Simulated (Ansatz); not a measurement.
SiO2 — quadrupolar parameters

The cell is a computed structure from the Materials Project (it need not be an observed phase), atoms as given.

Space group I-42d (No. 122); a = 4.9546, c = 7.3113 Å.

```csv
site,Wyckoff,site symmetry,x,y,z
Si,4a,-4..,0.0000,0.0000,0.0000
O,8d,.2.,0.0968,0.2500,0.1250
```

One atom of each set is listed; the run and its k-mesh use a cell of 6 atoms with edges of 5.06, 5.06, 5.06 Å.

All values are calculated (Ansatz; DFT, PBE, plane waves and PAW, scalar-relativistic, 420 eV cutoff, Γ-centred 5×5×5 k-points, Fermi–Dirac smearing 0.02 eV), not measured.

V_zz is the principal component of the electric field gradient with the largest magnitude, η = (V_xx − V_yy)/V_zz and C_Q = eQV_zz/h.

¹⁷O: I = 5/2, Q = -25.58 mb. Nuclear quadrupole moments: year-2017 set (Pyykkö).

(1) Which values are expected at the nuclei?

Results:

(1) 

| site | atoms | first shell | V_zz (10²¹ V/m²) | η | C_Q (MHz) |
| --- | --- | --- | --- | --- | --- |
| Si | 2 | 4 O at 1.61 Å | -0.072 | 0.00 | – |
| O | 4 | 2 Si at 1.61 Å, angle 145° | 9.24 | 0.17 | -5.72 |

An axis of threefold or higher order runs through Si, so V_zz lies along it and η is zero. At O V_zz runs parallel to the line that joins its two neighbours (within 1°).

Si has no stable isotope with a ground-state quadrupole moment in the table, so no C_Q is given.

The largest force is 0.3 eV/Å, so the atoms aren't at the calculated equilibrium and relaxing them would move these values.
